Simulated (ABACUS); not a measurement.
Crystal: Be.

```
Be
1.0
     2.28530    0.00000    0.00000
    -1.14265    1.97913    0.00000
     0.00000    0.00000    3.58420
Be
2
Direct
  0.66667 0.33333 0.75000
  0.33333 0.66667 0.25000
```

```yaml
Program: ABACUS 3.10.1
Task: single point
Functional: PBE
Potentials_or_basis: PseudoDojo NC SR 0.4.1 PBE standard
Cutoff: 1211 eV
Density_cutoff: 4844 eV
Basis: plane waves
k_mesh: 13 × 13 × 8
Occupations: fermi-dirac, width 0.05 eV
Spin: no spin polarisation
```

On this cell: pressure -2.0 GPa; largest force under 0.003 eV/Å; band gap on the k mesh none (metal or under the smearing width).

The same run follows on a disturbed copy (atoms moved at random, drawn with an rms of 0.05 Å):

```xyz
2
Lattice="2.2853 0.0000 0.0000 -1.1426 1.9791 0.0000 0.0000 0.0000 3.5842" Properties=species:S:1:pos:R:3 pbc="T T T"
Be    1.1861    0.6698    2.6888
Be   -0.0251    1.2998    0.9267
```

Q: What does the disturbed cell give?

A: The energy (extrapolated to zero smearing) moves by +6.9 meV/atom; pressure -1.8 GPa; largest force 0.369 eV/Å; band gap on the k mesh none (metal or under the smearing width).

Forces on the atoms (eV/Å):
```
Be  -0.258 -0.119  0.235
Be   0.258  0.119 -0.235
```

Stress tensor (GPa, compression positive):
```
-1.03  1.42 -0.28
 1.42 -2.28 -0.13
-0.28 -0.13 -2.17
```
